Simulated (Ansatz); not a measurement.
This is a single-point calculation with the PAW code Ansatz on rocksalt BaO; the level of theory is HSE06. The cell was relaxed with r2SCAN and then strained, so it isn't that functional's minimum.

input.yaml:
```yaml
crystal:
  lattice:
    - [0.0, 2.7719426816, 2.7719426816]
    - [2.7719426816, 0.0, 2.7719426816]
    - [2.7719426816, 2.7719426816, 0.0]
  atoms:
    - { symbol: Ba, position: [0.0, 0.0, 0.0] }
    - { symbol: O, position: [0.5, 0.5, 0.5] }
kpoints:
  mp_grid: { grid: [6, 6, 6] }
  band_path:
    path:
      - [0.0, 0.0, 0.0]
      - [0.5, 0.0, 0.5]
      - [0.625, 0.25, 0.625]
      - [0.375, 0.375, 0.75]
      - [0.5, 0.5, 0.5]
      - [0.5, 0.25, 0.75]
      - [0.0, 0.5, 0.5]
    npoints: 1
hamiltonian:
  xc: hse06
scf:
  occupations: { method: fixed }
  n_extra_bands: 4
output:
  forces: true
  stress: true
  eigenvalues: true
```

It took 37 s on 1 × NVIDIA H100 80GB HBM3 with 2 threads of AMD EPYC 7R13 Processor (Zen 3), on a shared host, load about 0.6 per core; peak host memory 2.2 GiB.

The log, with set-up remarks and timings taken out:
```
Pseudopotential: Ba, paw, valence charge 10, recommended cutoff 420 eV (normal)
Pseudopotential: O, paw, valence charge 6, recommended cutoff 420 eV (normal)
Functional definition: HSE06
Crystal: 2 atoms, lattice volume = 42.597 Å³
Basis set: ecut = 420 eV, 869 PW (Γ)
Bands: 12, of which v1, the nominal top of the filled ones, is band 8 counted from 1 (7 counted from 0)
Symmetry: 48 space group operations
Space group: Fm-3m (ITA 225)
k-points: 16 of 216
[warm-up without exact exchange]
SCF iter   1: HF=-6519.542836 eV  Δρ=1.02e-3  dr2=4.41e-4
SCF iter   2: HF=-6519.543788 eV  Δρ=1.19e-3  dr2=5.09e-4
SCF iter   3: HF=-6519.543735 eV  Δρ=2.66e-4  dr2=1.99e-5
SCF 1 stopped early in 3 iterations: F = -6519.543785 eV  dr2 = 1.99e-5
[exact exchange on]
Exchange kernel: α = 0.2500, screened, ω = 0.2079 Å⁻¹, Wigner–Seitz truncation, v(0) = 1046.5336 eV·Å³, q-mesh 6×6×6
SCF iter   1: HF=-6524.122449 eV  Δρ=8.21e-3  dr2=5.54e-2
preconditioner: auto → none  [insulator: Δε(μ)=3.495 eV  ℏωp=21.3 eV]
SCF iter   2: HF=-6524.114705 eV  Δρ=1.02e-2  dr2=3.45e-2
SCF iter   3: HF=-6524.107435 eV  Δρ=2.08e-3  dr2=2.13e-3
SCF iter   4: HF=-6524.112467 eV  Δρ=9.19e-4  dr2=6.60e-4
SCF iter   5: HF=-6524.112302 eV  Δρ=1.19e-4  dr2=1.01e-5
SCF iter   6: HF=-6524.112345 eV  Δρ=7.51e-5  dr2=1.55e-6
SCF 2 stopped early in 6 iterations: F = -6524.112344 eV  dr2 = 1.55e-6
hybrid outer 1: dexx = +6.188e-3 eV, tail = 1.31e-5 eV
SCF iter   1: HF=-6524.112289 eV  Δρ=8.04e-5  dr2=2.50e-6
SCF iter   2: HF=-6524.112289 eV  Δρ=1.27e-5  dr2=3.68e-8
SCF iter   3: HF=-6524.112289 eV  Δρ=5.27e-6  dr2=6.89e-9
SCF 3 converged in 3 iterations: F = -6524.112289 eV  dr2 = 6.89e-9
hybrid outer 2: dexx = +1.455e-7 eV, tail = 1.88e-8 eV, Δε = 1.78e-3 eV
Free energy (F): -6524.112289 eV
Fermi energy:    7.604549 eV
--- Per-component energies (eV) ---
  E_band       = -39.378200
  E_kinetic    = 345.925108
  E_local      = -563.507089
  E_nonlocal   = 103.448653
  E_hartree    = 201.900518
  E_xc         = -196.118833
  E_vxc        = -186.169383
  E_exx        = -38.269424
  E_paw        = -5397.700236
  E_vpaw       = -66.338927
  E_ewald      = -979.618461
  E_core_change = -0.174887
--- Stress (GPa, compression-positive) ---
       -0.501895       0.000000       0.000000
        0.000000      -0.501895       0.000000
        0.000000       0.000000      -0.501895
  P = ⅓ Tr σ = -0.5019 GPa (-5.019 kbar)
```

bands.tsv, columns around the gap (it counts bands from 0):
```tsv
# k_distance	band_3	band_4	band_5	band_6	band_7	band_8	band_9	band_10	band_11
# fermi_ev = 7.604549
# [0, 0, 0] at k_distance = 0.000000
# [0.5, 0, 0.5] at k_distance = 1.133354
# [0.625, 0.25, 0.625] at k_distance = 1.534055
# [0.375, 0.375, 0.75] at k_distance = 2.228090
# [0.5, 0.5, 0.5] at k_distance = 2.922125
# [0.5, 0.25, 0.75] at k_distance = 3.723527
# [0, 0.5, 0.5] at k_distance = 4.990656
# levels_relative_to = fermi_ev
0.000	-10.743	-10.743	-0.487	-0.487	-0.487	4.919	6.168	6.168	6.168
1.133	-11.372	-11.372	-0.237	-0.237	0.000	3.322	7.506	10.292	10.558
1.534	-11.256	-11.193	-0.991	-0.823	-0.156	4.752	7.928	8.570	9.964
2.228	-11.256	-11.193	-0.991	-0.823	-0.156	4.752	7.928	8.570	9.964
2.922	-10.853	-10.853	-2.057	-1.578	-1.578	6.393	8.793	8.793	9.031
3.724	-11.880	-10.829	-1.453	-0.223	-0.223	5.953	5.953	8.414	11.370
4.991	-11.372	-11.372	-0.237	-0.237	0.000	3.322	7.506	10.292	10.558
```
In order the rows are Γ, X, U, K, L, W, X.

With HSE06 the gap is 3.32 eV and direct, at X. Edges are sought over the mesh and the listed points. At this geometry HSE06 finds -0.5 GPa, compression counted positive: its own equilibrium volume is smaller. (The program warns that its thresholds are loose for a hybrid's stress.)

The values are computed, spin-unpolarised, and not measurements.

The runs are scalar-relativistic, without spin-orbit coupling.

The meshes of the hybrids are coarse, so their gaps aren't converged to the digits shown.
